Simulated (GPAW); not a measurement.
Runs of GPAW 26.7.0 on W. The structure is cubic, space group Fm-3m (No. 225). Conventional cell: a = 4.060 Å, b = 4.060 Å, c = 4.060 Å, α = 90.00°, β = 90.00°, γ = 90.00°. W (site symmetry m-3m) is surrounded by 12 W at 2.87 Å. This isn't the form of W at room conditions, which is bcc.

| task | level | potentials or basis | spin | U | cell | k mesh | maxiter | k mesh for the DOS | dos width | data set | U projector left unscaled | other keys | mesh quality | gap on the mesh (eV) | pressure (GPa) | moment (μB) |
| --- | --- | --- | --- | --- | --- | --- | --- | --- | --- | --- | --- | --- | --- | --- | --- | --- |
| density of states | PBE+D3(BJ) | GPAW PAW data sets (gpaw-data 1.2.1), other valence, pw | off | - | as given | 11 × 11 × 11 | 150 | 16 × 16 × 16 | 0.1 eV | W 6 | - | - | not flagged | none | -6.2 | - |
| band structure | PBEsol+U | PAW data sets generated in the run's folder for this functional, pw | collinear, ferromagnetic start | W d U = 4.5 eV | volume scaled by 1.08 | 11 × 11 × 11 | 150 | - | - | - | no | - | not flagged | - | (a) | 0.38 |
| relaxation of cell and atoms | r2SCAN+U | GPAW PAW data sets (gpaw-data 1.2.1), pw | collinear, ferromagnetic start | W d U = 5.3 eV | relaxed | 7 × 7 × 7 | 75 | - | - | - | no | several, not listed | coarse | none | 0.0 | (b) |
| one-shot levels on a semilocal density | LDA | the program's PAW data sets (release 1.2.1) made for this functional, pw | off | - | cell strained at random at fixed volume | 5 × 5 × 5 | 150 | - | - | - | - | - | coarse | none | -18.7 | - |
| band structure | PBE+D4+U | PAW data sets generated in the run's folder for this functional, pw | SOC, no magnetisation | W d U = 2 eV | volume scaled by 0.92 | 11 × 11 × 11 | 150 | - | - | - | yes | - | not flagged | - | 19.6 | - |

Alike in all rows: cutoff (eV) 600; smearing fermi-dirac 0.05 eV.

**Question.** Estimate the missing entries.

**Answer.** (a) -23.3; (b) 0.67.

Caveats: some runs use coarse meshes; the U is typed as a test and isn't derived for this compound (some runs); pairwise dispersion overbinds metals, which lowers pressure and volume (some runs); spin-orbit coupling is left out, which moves the levels of the heavy elements (some runs); each step starts from the last one's moments, so a moment once lost doesn't come back (some runs); later steps reuse the first step's grids (some runs); the PAW data sets were made with another functional, which shifts forces and pressure a little (some runs); one-shot exact exchange on a metal's smeared states is rough (some runs).

A k mesh can miss the band edges, and rows without SOC leave out spin-orbit coupling on W.

A gap of «none» marks a metal or a gap under the smearing width.

The runs don't all hold the same shells in valence.
